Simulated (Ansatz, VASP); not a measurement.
Given: the input of a run of Ansatz 0.2.0 on SnSe.

Contents of input.yaml:

```yaml
crystal:
  lattice:
    - [4.2274104894, 0.0, 0.0]
    - [0.0, 4.2274104894, 0.0]
    - [0.0, 0.0, 10.8421510545]
  atoms:
    - { symbol: Sn, position: [0.0, 0.5, 0.62777089] }
    - { symbol: Sn, position: [0.5, 0.0, 0.37222911] }
    - { symbol: Se, position: [0.0, 0.5, 0.38396051] }
    - { symbol: Se, position: [0.5, 0.0, 0.61603949] }
hamiltonian:
  xc: pbesol
  pseudopotentials: { kind: paw }
kpoints:
  mp_grid: { grid: [6, 6, 3] }
scf:
  occupations: { method: fermi_dirac, width: 0.05 }
output:
  forces: true
  stress: true
  eigenvalues: true
```

Potentials or basis: Ansatz PAW.

Command:

```bash
$ ansatz run input.yaml --threads 1 --pin off --max-ram 3584MiB --backend cpu --events-out ev --progress --plain --runs-dir out
```

Problem. Translate it to VASP 6.6.1. Potentials there: VASP PAW PBE potentials, release 64 (Sn_d, Se).

Solution. As run (the cutoff follows the program's own potentials):

INCAR

```
SYSTEM = SnSe
  ALGO = Normal
  EDIFF = 1E-6
  ENCUT = 520
  GGA = PS
  ISIF = 2
  ISMEAR = -1
  LASPH = .True.
  LCHARG = .True.
  LELF = .True.
  LREAL = .False.
  LVHAR = .True.
  LWAVE = .False.
  NBANDS = 28
  NELM = 60
  PREC = Accurate
  SIGMA = 0.05
```

The input KPOINTS:

```
k-points
0
Gamma
  6 6 3
  0 0 0
```

Contents of POSCAR:

```
SnSe
1.0
    4.2274104894      0.0000000000      0.0000000000
    0.0000000000      4.2274104894      0.0000000000
    0.0000000000      0.0000000000     10.8421510545
Sn Se
2 2
Direct
    0.0000000000      0.5000000000      0.6277708900
    0.5000000000      0.0000000000      0.3722291100
    0.0000000000      0.5000000000      0.3839605100
    0.5000000000      0.0000000000      0.6160394900
```

Potentials or basis: VASP PAW PBE potentials, release 64 (Sn_d, Se).

The run is started by

```sh
$ cat potpaw_PBE.64/Sn_d/POTCAR potpaw_PBE.64/Se/POTCAR > POTCAR
$ mpirun -np 1 vasp_std > vasp.out
```

Both were run:

|  | VASP | Ansatz | Ansatz less VASP |
| --- | --- | --- | --- |
| gap on the k mesh at the Fermi level (eV) | 1.42 | 1.43 | +0.008 |
| least direct gap on the mesh (eV) | 1.42 | 1.43 | +0.008 |
| rms of the force components (eV/Å) | 0.157 | 0.146 | -0.0103 |

Atom by atom the forces differ by 0.011 eV/Å (rms over components). The two sets of potentials don't hold the same shells in valence.

Caveats: spin-orbit coupling is left out, which moves the levels of the heavy elements; the PAW data sets were made with another functional, which shifts forces and pressure a little (VASP); odd divisions of the mesh miss points on the zone boundary, where band edges often lie, so the gap on the mesh can be too wide (Ansatz); the PAW data sets come from PBE, with cores solved anew for the run's functional, which leaves a small shift of forces and pressure (Ansatz).
